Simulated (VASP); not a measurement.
# Ti2Co (Fd-3m) in VASP: single point with r2SCAN

Aim: the single point of Ti2Co with r2SCAN.

All numbers are computed with VASP 6.6.1; they aren't measurements. Logs are shortened: lines on timing, memory, paths and dates and some standing lists are left out, and cuts for length are marked.

## 1. Starting point

It takes space group Fd-3m (No. 227, cubic). The conventional cell has a = 7.125 Å, b = 7.125 Å, c = 7.125 Å, α = 90.00°, β = 90.00°, γ = 90.00°. Ti (site symmetry -3m) is surrounded by 6 Ti at 2.52 Å. Co (site symmetry -43m) has 12 Ti at 2.95 Å and 4 Co at 3.09 Å as nearest neighbours.

## 2. Single point, r2SCAN, collinear spin, typed start

Input file POSCAR:

```
Ti2Co
1.0
    0.0000000000      3.5623468884      3.5623468884
    3.5623468884      0.0000000000      3.5623468884
    3.5623468884      3.5623468884      0.0000000000
Ti Co
4 2
Direct
    0.6250000000      0.6250000000      0.6250000000
    0.1250000000      0.6250000000      0.6250000000
    0.6250000000      0.6250000000      0.1250000000
    0.6250000000      0.1250000000      0.6250000000
    0.0000000000      0.0000000000      0.0000000000
    0.2500000000      0.2500000000      0.2500000000
```

Input file INCAR.step1:

```
PREC = Accurate ; ENCUT = 520
ISMEAR = 0 ; SIGMA = 0.1
LREAL = False ; LASPH = True
NELM = 150 ; ISPIN = 2
MAGMOM = 0.27 0.27 0.27 0.27 1.55 1.55 ; LMAXMIX = 4
NBANDS = 46 ; GGA = PE
ALGO = Normal ; EDIFF = 1E-4
LWAVE = True ; LCHARG = False
```

Input file INCAR.step2:

```
PREC = Accurate ; ENCUT = 520
EDIFF = 1E-6 ; ISMEAR = 0
SIGMA = 0.1 ; LREAL = False
LASPH = True ; NELM = 150
ALGO = Normal ; ISIF = 2
LWAVE = False ; LCHARG = False
ISPIN = 2 ; MAGMOM = 0.27 0.27 0.27 0.27 1.55 1.55
LORBIT = 11 ; LMAXMIX = 4
METAGGA = R2SCAN ; LMIXTAU = True
NBANDS = 46 ; ISTART = 1
```

Input file KPOINTS:

```
regular mesh
0
Gamma
  6 6 6
```

Potentials or basis: VASP PAW PBE potentials, release 64 (Ti_sv, Co).

Run with:

```bash
cat potpaw_PBE.64/Ti_sv/POTCAR potpaw_PBE.64/Co/POTCAR > POTCAR
cp INCAR.step1 INCAR
mpirun -np 1 vasp_std > vasp.out
cp INCAR.step2 INCAR
mpirun -np 1 vasp_std > vasp.out
```

OUTCAR:

```text
PREC = Accurate
   ENCUT = 520
   EDIFF = 1E-6
   ISMEAR = 0
   LREAL = False
   LASPH = True
   NELM = 150
   ISIF = 2
   ISPIN = 2
   LORBIT = 11
   METAGGA = R2SCAN
   ISTART = 1

 ion  position               nearest neighbor table
   1  0.625  0.625  0.625-   2 2.52   3 2.52   4 2.52   3 2.52   4 2.52   2 2.52   6 2.95   5 2.95
                             6 2.95   5 2.95   6 2.95   5 2.95
   2  0.125  0.625  0.625-   1 2.52   3 2.52   4 2.52   1 2.52   3 2.52   4 2.52   5 2.95   6 2.95
                             5 2.95   5 2.95   6 2.95   6 2.95
   3  0.625  0.625  0.125-   1 2.52   1 2.52   2 2.52   4 2.52   4 2.52   2 2.52   6 2.95   5 2.95
                             6 2.95   5 2.95   6 2.95   5 2.95
   4  0.625  0.125  0.625-   1 2.52   3 2.52   1 2.52   2 2.52   3 2.52   2 2.52   5 2.95   6 2.95
                             5 2.95   6 2.95   6 2.95   5 2.95
   5  0.000  0.000  0.000-   1 2.95   3 2.95   4 2.95   1 2.95   2 2.95   3 2.95   1 2.95   2 2.95
                             4 2.95   2 2.95   3 2.95   4 2.95   6 3.09   6 3.09   6 3.09   6 3.09
   6  0.250  0.250  0.250-   2 2.95   3 2.95   4 2.95   1 2.95   2 2.95   4 2.95   1 2.95   2 2.95
                             3 2.95   1 2.95   3 2.95   4 2.95   5 3.09   5 3.09   5 3.09   5 3.09

  LATTYP: Found a face centered cubic cell.
 ALAT       =     7.1246937768

  Lattice vectors:

 A1 = (   0.0000000000,   3.5623468884,   3.5623468884)
 A2 = (   3.5623468884,   0.0000000000,   3.5623468884)
 A3 = (   3.5623468884,   3.5623468884,   0.0000000000)

Analysis of symmetry for initial positions (statically):
=====================================================================
 Subroutine PRICEL returns:
 Original cell was already a primitive cell.

 Routine SETGRP: Setting up the symmetry group for a
 face centered cubic supercell.

 Subroutine GETGRP returns: Found 48 space group operations
 (whereof 24 operations were pure point group operations)
 out of a pool of 48 trial point group operations.

The static configuration has the point symmetry T_d .
 The point group associated with its full space group is O_h .

Analysis of symmetry for dynamics (positions and initial velocities):
=====================================================================
 Subroutine PRICEL returns:
 Original cell was already a primitive cell.

 Routine SETGRP: Setting up the symmetry group for a
 face centered cubic supercell.

 Subroutine GETGRP returns: Found 48 space group operations
 (whereof 24 operations were pure point group operations)
 out of a pool of 48 trial point group operations.

The dynamic configuration has the point symmetry T_d .
 The point group associated with its full space group is O_h .

Analysis of structural, dynamic, and magnetic symmetry:
=====================================================================
 Subroutine PRICEL returns:
 Original cell was already a primitive cell.

 Routine SETGRP: Setting up the symmetry group for a
 face centered cubic supercell.

 Subroutine GETGRP returns: Found 48 space group operations
 (whereof 24 operations were pure point group operations)
 out of a pool of 48 trial point group operations.

The overall configuration has the point symmetry T_d .
 The point group associated with its full space group is O_h .

 Subroutine INISYM returns: Found 48 space group operations
 (whereof 24 operations are pure point group operations),
 and found     1 'primitive' translations

----------------------------------------------------------------------------------------

                                     Primitive cell

  volume of cell :      90.4146

  direct lattice vectors                    reciprocal lattice vectors
     0.000000000  3.562346888  3.562346888    -0.140356910  0.140356910  0.140356910
     3.562346888  0.000000000  3.562346888     0.140356910 -0.140356910  0.140356910
     3.562346888  3.562346888  0.000000000     0.140356910  0.140356910 -0.140356910

  length of vectors
     5.037919283  5.037919283  5.037919283     0.243105299  0.243105299  0.243105299

  position of ions in fractional coordinates (direct lattice)
     0.625000000  0.625000000  0.625000000
     0.125000000  0.625000000  0.625000000
     0.625000000  0.625000000  0.125000000
     0.625000000  0.125000000  0.625000000
     0.000000000  0.000000000  0.000000000
     0.250000000  0.250000000  0.250000000

  ion indices of the primitive-cell ions
   primitive index   ion index
[... 53 lines left out ...]
   total plane-waves  NPLWV =  64000
   dimension x,y,z NGX =    40 NGY =   40 NGZ =   40
   dimension x,y,z NGXF=    80 NGYF=   80 NGZF=   80
   ions per type =               4   2
   NGX,Y,Z   is equivalent  to a cutoff of  13.20, 13.20, 13.20 a.u.
   NGXF,Y,Z  is equivalent  to a cutoff of  26.40, 26.40, 26.40 a.u.
 SYSTEM =  unknown system
   PREC   = accura    normal or accurate (medium, high low for compatibility)
   ISTART =      1    job   : 0-new  1-cont  2-samecut
   ICHARG =      0    charge: 1-file 2-atom 10-const
   ISPIN  =      2    spin polarized calculation?
   LNONCOLLINEAR =      F non collinear calculations
   LSORBIT =      F    spin-orbit coupling
   LASPH  =      T    aspherical Exc in radial PAW
   ENCUT  =  520.0 eV  38.22 Ry    6.18 a.u.   9.37  9.37  9.37*2*pi/ulx,y,z
   NELM   =    150;   NELMIN=  2; NELMDL=  0     # of ELM steps
   EDIFF  = 0.1E-05   stopping-criterion for ELM
   LREAL  =      F    real-space projection
   EDIFFG = 0.1E-04   stopping-criterion for IOM
   NSW    =      0    number of steps for IOM
   IBRION =     -1    ionic relax: 0-MD 1-quasi-New 2-CG
   NFREE  =      0    steps in history (QN), initial steepest desc. (CG)
   ISIF   =      2    stress and relaxation
   ISYM   =      2    0-nonsym 1-usesym 2-fastsym
   POTIM  = 0.5000    time-step for ionic-motion
   TEBEG  =    0.0;   TEEND  =   0.0 temperature during run
   PSTRESS=    0.0 pullay stress
   NELECT =      66.0000    total number of electrons
   NUPDOWN=      -1.0000    fix difference up-down
   EMIN   =  10.00;   EMAX   =-10.00  energy-range for DOS
   EFERMI =   0.00;   METHOD = LEGACY
   ISMEAR =     0;   SIGMA  =   0.10  broadening in eV -4-tet -1-fermi 0-gaus
   EFERMI_NEDOS =   21; number of points for ismear=-14 and -15
   IALGO  =     38    algorithm
   IMIX   =      4    mixing-type and parameters
     AMIX     =   0.40;   BMIX     =  1.00
     AMIX_MAG =   1.60;   BMIX_MAG =  1.00
  volume/ion in A,a.u.               =      15.07       101.69
  Fermi-wavevector in a.u.,A,eV,Ry     =   1.474042  2.785536 29.562747  2.172801
  Thomas-Fermi vector in A             =   2.588862
   LORBIT       =     11    0 simple, 1 ext, 2 COOP (PROOUT), +10 PAW based schemes
   METAGGA = R2SCAN    functional components
   LHFCALC =     F    Hartree Fock is set to
   AEXX    =    0.0000 exact exchange contribution
   IVDW    =     0    specifies the selected vdW correction
   LEPSILON=     F    determine dielectric tensor
   LRPA    =     F    only Hartree local field effects (RPA)
 spin polarized calculation
 Gauss-broadening in eV      SIGMA  =   0.10
  energy-cutoff  :      520.00
  volume of cell :       90.41
 maximum number of plane-waves:      2457
 NGX is ok and might be reduce to    40
   NGX = 19   NGY = 19   NGZ = 19

 number of electron      66.0000026 magnetization       4.7368870

 Free energy of the ion-electron system (eV)
  ---------------------------------------------------
  ext. energy  EPLUGINS =         0.00000000
  ---------------------------------------------------
  free energy    TOTEN  =       -75.28851935 eV

  energy without entropy =      -75.26768824  energy(sigma->0) =      -75.27810379

 E-fermi :   8.4551     XC(G=0): -12.9079

 val. band max:        8.4132711437   @ k =   0.5000   0.1667   0.0000
 cond. band min:       8.4921371696   @ k =  -0.3333   0.3333   0.1667
 fundamental gap:      0.0788660259
 Fermi energy:         8.4551372546

 spin component 1

 k-point     1 :       0.0000    0.0000    0.0000
  band No.  band energies     occupation
      1     -50.6051      1.00000
      2     -50.1833      1.00000
      3     -50.1833      1.00000
      4     -50.1833      1.00000
      5     -27.1203      1.00000
      6     -26.1087      1.00000
[... 757 lines left out ...]
     44      10.7687      0.00000
     45      11.6825      0.00000
 Fermi energy:         8.4551372546

 spin component 2

 k-point     1 :       0.0000    0.0000    0.0000
  band No.  band energies     occupation
      1     -50.1225      1.00000
      2     -49.7146      1.00000
      3     -49.7145      1.00000
      4     -49.7145      1.00000
      5     -26.4843      1.00000
      6     -25.6155      1.00000
[... 757 lines left out ...]
     44      11.1731      0.00000
     45      12.0944      0.00000
 [bands above 45 left out]

------------------------ aborting loop because EDIFF is reached ----------------------------------------

  FORCE on cell =-STRESS in cart. coord.  units (eV):
  Direction    XX          YY          ZZ          XY          YZ          ZX
  --------------------------------------------------------------------------------------
  -------------------------------------------------------------------------------------
  Total        0.3915818      0.3915818      0.3915818      0.0000000      0.0000000      0.0000000
  in kB        6.9389612      6.9389612      6.9389612      0.0000000      0.0000000      0.0000000
  external PRESSURE =       6.9389612 kB  Pullay stress =       0.0000000 kB

 VOLUME and BASIS-vectors are now :
 -----------------------------------------------------------------------------
  energy-cutoff  :      520.00
  volume of cell :       90.41
      direct lattice vectors                 reciprocal lattice vectors
     0.000000000  3.562346888  3.562346888    -0.140356910  0.140356910  0.140356910
     3.562346888  0.000000000  3.562346888     0.140356910 -0.140356910  0.140356910
     3.562346888  3.562346888  0.000000000     0.140356910  0.140356910 -0.140356910

 POSITION                                       TOTAL-FORCE (eV/Angst)
 -----------------------------------------------------------------------------------
      4.45293      4.45293      4.45293        -0.000000      0.000000      0.000000
      4.45293      2.67176      2.67176        -0.000000      0.000000      0.000000
      2.67176      2.67176      4.45293        -0.000000      0.000000      0.000000
      2.67176      4.45293      2.67176        -0.000000      0.000000      0.000000
      0.00000      0.00000      0.00000         0.000000      0.000000     -0.000000
      1.78117      1.78117      1.78117        -0.000000     -0.000000     -0.000000
 -----------------------------------------------------------------------------------
    total drift:                                0.000000      0.000000      0.000000

  FREE ENERGIE OF THE ION-ELECTRON SYSTEM (eV)
  ---------------------------------------------------
  free  energy   TOTEN  =       -75.2885193504 eV

  energy  without entropy=      -75.2676882375  energy(sigma->0) =      -75.27810379

 total charge

# of ion       s       p       d       tot
------------------------------------------
    1        2.272   6.128   2.095  10.496
    2        2.272   6.128   2.095  10.496
    3        2.272   6.128   2.095  10.496
    4        2.272   6.128   2.095  10.496
    5        0.424   0.404   7.083   7.911
    6        0.424   0.404   7.083   7.911
--------------------------------------------------
tot          9.937  25.321  22.545  57.804

 magnetization (x)

# of ion       s       p       d       tot
------------------------------------------
    1        0.006  -0.011   0.406   0.401
    2        0.006  -0.011   0.406   0.401
    3        0.006  -0.011   0.406   0.401
    4        0.006  -0.011   0.406   0.401
    5        0.017  -0.028   1.741   1.730
    6        0.017  -0.028   1.741   1.730
--------------------------------------------------
tot          0.059  -0.102   5.108   5.065
```

Wall time 10 min (1 thread of AMD EPYC 9R45 (Zen 5), shared host); peak memory 0.34 GiB.

Results:

```yaml
Free_energy: -75.2885 eV
Pressure: 0.7 GPa
Band_gap_on_the_k_mesh: none (metal or under the smearing width)
Net_moment: 4.74 μB per cell
Site_moments: Ti +0.40; Co +1.73 μB
Valence_electrons_inside_the_program's_atomic_spheres: Ti 10.50; Co 7.91
```

Caveat: the PAW data sets were made with another functional, which shifts forces and pressure a little.
